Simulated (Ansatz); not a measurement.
FeCo₃: energy against total moment

Level of theory: Ansatz, DFT PBEsol, scalar-relativistic, plane waves, PAW.

```
CELL_PARAMETERS angstrom
3.53570 0.00000 0.00000
0.00000 3.53570 0.00000
0.00000 0.00000 3.53570
ATOMIC_POSITIONS crystal
Fe 0.00000 0.00000 0.00000
Co 0.50000 0.50000 0.00000
Co 0.50000 0.00000 0.50000
Co 0.00000 0.50000 0.50000
```

```json
{
 "plane-wave cutoff": "420 eV",
 "Γ-centred k-mesh": "12×12×12",
 "occupation rule": "Gaussian smearing, 0.1 eV"
}
```

The total moment of the cell is held at each value, at fixed atoms.

Site moments are spin moments in atom-centred spheres that scale with the neighbour distance.

```tsv
held moment (μB/cell)	E above lowest (meV/atom)	P (GPa)	site moments (μB)
0.00	69.6	-25.8	none over 0.05
2.50	0.0	-19.9	Fe +2.26, Co +0.10 (×3)
15.00	3511.0	71.7	Fe +4.11, Co +3.16 (×3)
17.50	6391.3	115.5	Fe +4.55, Co +3.60 (×3)
20.00	9925.6	164.3	Fe +4.93, Co +4.05 (×3)
```

Cost: 5 runs of about 2.3 core-minutes in all, on Intel Xeon Platinum 8259CL (Skylake/Cascade Lake) (shared hosts).